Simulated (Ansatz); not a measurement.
Reactions of CH3FOZn (`C[O][Zn][F]`).

Calculated with Ansatz (gas phase, PBE0-D4/def2-TZVP geometries, no zero-point term in ΔE). CCSD(T)/CBS is the MP2 limit (def2-TZVPP, def2-QZVPP) plus CCSD(T) − MP2 in def2-TZVPP, frozen cores. This one scheme is used for every species, atoms too. Functionals use def2-TZVPP. B3LYP here is the variant with VWN-RPA as its local correlation; programs differ in this. No spin–orbit coupling; open shells (•) take unrestricted orbitals. Spin–orbit coupling would lower the free atoms: a little for C, F, O. Bonds to Zn are less sure, by a few kJ/mol each and by 10 to 20 or more in all where they break to atoms, as the def2 sets lack core-valence functions. Scalar relativity is left out up to krypton. One conformer a species, not always the lowest.

```csv
reaction,B3LYP-D4 (eV),PBE0-D4 (eV),CCSD(T)/CBS(def2) (eV)
`C[O][Zn][F]` + H₂O → `C[O][Zn][OH]` + H–F,0.34,0.32,0.32
`C[O][Zn][F]` + HCl → `C[O][Zn][Cl]` + H–F,-0.63,-0.72,-0.70
`C[O][Zn][F]` → C• + F• + 3 H• + O• + Zn (atom),23.75,23.86,24.16
`C[O][Zn][F]` + H₂ → `C[O][ZnH]` + H–F,0.37,0.29,0.42
`C[O][Zn][F]` + `CCS` → `C[CH](S)[Zn][F]` + CH₃OH,0.44,0.38,0.46
`C[O][Zn][F]` + silanol → `[F][Zn][O][SiH3]` + CH₃OH,-0.28,-0.29,-0.33
`C[O][Zn][F]` + CH₃SH → `C[S][Zn][F]` + CH₃OH,-0.61,-0.70,-0.63
`C[O][Zn][F]` + tert-butanol → `CC(C)(C)[O][Zn][F]` + CH₃OH,-0.09,-0.09,-0.10
`C[O][Zn][F]` → `[F][ZnH]` + `C=O`,1.07,1.23,1.24
`C[O][Zn][F]` + silanol → `C[O][Zn][O][SiH3]` + H–F,0.12,0.09,0.06
```

Largest T1 diagnostic: 0.018, for `[F][ZnH]`.
